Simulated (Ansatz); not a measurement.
# All-electron card of Be

```yaml
crystal:
  lattice:
    - [2.29950, 0.00000, 0.00000]
    - [-1.14975, 1.99143, 0.00000]
    - [0.00000, 0.00000, 3.60090]
  atoms:
    - { symbol: Be, position: [0.33333, 0.66667, 0.25000] }
    - { symbol: Be, position: [0.66667, 0.33333, 0.75000] }
```

Atom numbers follow the list: Be1, Be2.

The geometry is COD entry 9012017, unchecked; take it as a test cell. It was measured hot, at 658 K.

Level of theory: DFT, PBE, all-electron LAPW, scalar-relativistic (Ansatz 0.2.0).

Numerical set-up: a Γ-centred 20×20×11 k mesh, Fermi–Dirac smearing of 0.05 eV, basis error target 1 meV/atom, no spin polarisation.

```
Pressure at this cell : -47.3 kbar
Volume per atom       : 8.24 Å³
```

Problem. Give the computed value. Stress xx, yy, zz (compression positive).

Solution. -4.70, -4.70, -4.80 GPa.

Problem. Predict this quantity. Density of states at the Fermi level (0.2 eV bin).

Solution. 0.13 states/eV per cell.

Problem. Give the computed value. Band gap.

Solution. none: bands cross the Fermi level, a metal.
